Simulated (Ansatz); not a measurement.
Crystal: MgS.

```
S Mg
1.0
     0.00000    2.83312    2.83312
     2.83312    0.00000    2.83312
     2.83312    2.83312    0.00000
S Mg
1 1
Direct
  0.25000 0.25000 0.25000
  0.00000 0.00000 0.00000
```

The cell comes from a database or a generator and needn't be the stable form of this composition.

A run of Ansatz 0.2.0 on this cell left the log below. Logs are shortened: lines on timing, memory, paths and dates and some standing lists are left out, and cuts for length are marked.

```text
Warning: RAYON_NUM_THREADS=2 ignored (pool sized by the plan → 2); use --threads N
Engine: ansatz 0.2.0, x86_64-unknown-linux-gnu
Pseudopotentials: kind: paw
Pseudopotential: S, paw, valence charge 6, recommended cutoff 420 eV (normal), S.paw.azcp
Pseudopotential: Mg, paw, valence charge 10, recommended cutoff 420 eV (normal), Mg.paw.azcp
Functional definition: PBEsol
  exchange = pbesol_x
  correlation = pbesol_c
Crystal: 2 atoms, lattice volume = 45.480 Å³
Basis set: ecut = 420 eV, 893 PW (Γ), exchange–correlation on 54×54×54 points (8 copies of the dense FFT grid, shifted against one another)
Bands: 12, of which v1, the nominal top of the filled ones, is band 8 counted from 1 (7 counted from 0)
Symmetry: 24 space group operations
Space group: F-43m (ITA 216), of the structure as read, at distance tolerance 3.6e-5 Å
k-points: 29 of 512 (time reversal used)
Non-local potential: S, projectors of the file, l = 0: 2, l = 1: 2, l = 2: 2
Non-local potential: Mg, projectors of the file, l = 0: 3, l = 1: 2, l = 2: 1
PAW form: soft (Blöchl's): semilocal exchange-correlation on the pseudo side does not see the compensation charge
PAW frozen core: S, regenerated for the run's functional, and the local potential with it (the file was generated under x = pbe(κ = 0.804, μ = 0.2195149727645171), c = pbe(β = 0.06672455060314922))
PAW frozen core: Mg, regenerated for the run's functional, and the local potential with it (the file was generated under x = pbe(κ = 0.804, μ = 0.2195149727645171), c = pbe(β = 0.06672455060314922))
PAW one-centre angular grid: S, 110 points (default); XC on 64 Gauss nodes
PAW one-centre angular grid: Mg, 110 points (default); XC on 64 Gauss nodes
Initial density: superposition of atomic densities (neutral atoms: chi_scale 0, normalization atom), corrected by the library's trained network
Initial wavefunctions: pseudopotential atomic-orbital guess
Functional: x = pbesol(κ = 0.804, μ = 0.12345679012345678), c = pbesol(β = 0.046)
SCF iter   1: F=—  HF=-2799.764811 eV  |F-HF|=—  |Δ(HF+E_count)|=         —  Δρ=3.16e-3  dr2=7.45e-3  ethr=1.77e-3  ⟨swp⟩=6.5  Hψ=2147  notcnv=0
preconditioner: auto → none  [insulator: Δε(μ)=3.238 eV  Ē_g=10.988 eV  σ=0.050 eV  W_gap=1.00  n_scr=14 (ndim 8)  ℏωp=15.6 eV  f_vac=0.016  D(μ)=0.00/eV (n_scr^D=0)  ε∞_Penn≈3.0]
SCF iter   2: F=—  HF=-2799.761503 eV  |F-HF|=—  |Δ(HF+E_count)|=   3.31e-3  Δρ=9.26e-4  dr2=2.40e-4  ethr=4.66e-5  ⟨swp⟩=2.2  Hψ=718  notcnv=0
SCF iter   3: F=—  HF=-2799.761499 eV  |F-HF|=—  |Δ(HF+E_count)|=   4.23e-6  Δρ=3.25e-4  dr2=3.37e-5  ethr=1.50e-6  ⟨swp⟩=2.1  Hψ=452  notcnv=0
SCF iter   4: F=—  HF=-2799.761518 eV  |F-HF|=—  |Δ(HF+E_count)|=   1.88e-5  Δρ=5.81e-5  dr2=8.48e-7  ethr=2.11e-7  ⟨swp⟩=2.0  Hψ=428  notcnv=0
iter 5 did not close the SCF: its close was put off for the readings that it lacked (scf_convergence_deferred on its scf_iter line)
SCF iter   5: F=-2799.761519 eV  HF=-2799.761519 eV  |F-HF|=8.25e-9  |Δ(HF+E_count)|=   8.56e-7  Δρ=5.10e-6  dr2=8.29e-9  ethr=5.30e-9  ⟨swp⟩=2.1  Hψ=431  notcnv=0
SCF iter   6: F=-2799.761519 eV  HF=-2799.761519 eV  |F-HF|=1.73e-10  |Δ(HF+E_count)|=   1.13e-8  Δρ=1.16e-6  dr2=6.81e-10  ethr=5.18e-11  ⟨swp⟩=2.0  Hψ=1157  notcnv=0
SCF 1 converged in 6 iterations: F = -2799.761519 eV  dr2 = 6.81e-10
  greatest PAW one-centre occupation: 1.000 electrons in one spin orbital (limit 2), on the Mg atom at site 1 (counted from 0), in its partial waves of l = 0
SCF converged after 6 iterations
Free energy (F): -2799.761519 eV
Harris-Foulkes:  -2799.761519 eV  (|F-HF|=1.73e-10)
Internal energy: -2799.761519 eV  (E = F + TS)
E sigma→0 (E₀):  -2799.761519 eV
Fermi energy:    4.755260 eV
--- Per-component energies (eV) ---
  E_band       = -369.569683
  E_kinetic    = 183.600338
  E_local      = -1884.396436  (includes V_loc(G=0)·N_el)
  E_nonlocal   = 124.435639
  E_hartree    = 681.934865
  E_xc         = -125.475415
  E_vxc        = -125.451214  (∫ρ·V_xc dr)
  E_paw        = -865.399171  (= ΣΔE_a)
  E_vpaw       = -31.627640  (= ΣTr[D̂ρ^β])
  E_aug_tail   = -0.000003  (compensation charges beyond the density's cutoff)
  E_ewald      = -914.582148
  E_core_change = 0.120812  (= ΣΔE_core)
  E_smearing   = -0.000000  (= −TS)
  E_closure    = -0.000000  (closes the sum)
  Σ components = -2799.761519   (vs F -2799.761519, Δ=0.00e0)
--- Forces (eV/Å), atoms counted from 1 ---
  atom   1  S     -0.00000000     0.00000000     0.00000000
  atom   2  Mg     0.00000000     0.00000000     0.00000000
  max |Σ_I F_I| component: 1.57e-16 eV/Å
--- Stress (GPa, compression-positive) ---
       -0.434116       0.000000      -0.000000
        0.000000      -0.434116       0.000000
       -0.000000       0.000000      -0.434116
  P = ⅓ Tr σ = -0.4341 GPa (-4.341 kbar)
--- Band table (eV; the first three rows and the last of 29) ---
  k-point 0: bands = ["-70.3604", "-37.3037", "-37.3037", "-37.3037", "-8.2146", "3.0471", "3.0471", "3.0471", "6.3298", "10.8822", "10.8822", "10.8822"]
  k-point 1: bands = ["-70.3604", "-37.3041", "-37.3037", "-37.3037", "-8.1257", "2.3479", "2.9935", "2.9935", "7.0044", "10.6886", "11.0593", "11.0593"]
  k-point 2: bands = ["-70.3604", "-37.3050", "-37.3039", "-37.3039", "-7.8955", "1.1624", "2.8725", "2.8725", "7.8686", "10.7042", "11.0917", "11.0917"]
  k-point 28: bands = ["-70.3603", "-37.3057", "-37.3052", "-37.3047", "-7.2884", "0.7318", "1.1855", "1.6978", "8.4246", "10.8871", "11.0828", "11.4435"]
```

Problem. What input gives this log?

Solution. Single point with PBEsol, no spin polarisation. The files as run (others can give the same):

input.yaml
```yaml
crystal:
  lattice:
    - [0.0, 2.8331200468, 2.8331200468]
    - [2.8331200468, 0.0, 2.8331200468]
    - [2.8331200468, 2.8331200468, 0.0]
  atoms:
    - { symbol: S, position: [0.25, 0.25, 0.25] }
    - { symbol: Mg, position: [0.0, 0.0, 0.0] }
hamiltonian:
  xc: pbesol
  pseudopotentials: { kind: paw }
kpoints:
  mp_grid: { grid: [8, 8, 8] }
scf:
  occupations: { method: fermi_dirac, width: 0.05 }
output:
  forces: true
  stress: true
  eigenvalues: true
```

Potentials or basis: Ansatz PAW.
Command:
```bash
$ ansatz run input.yaml --threads 2 --pin off --max-ram 5632MiB --backend cpu --events-out ev --progress --plain --runs-dir out
```

Caveat: the PAW data sets come from PBE, with cores solved anew for the run's functional, which leaves a small shift of forces and pressure.
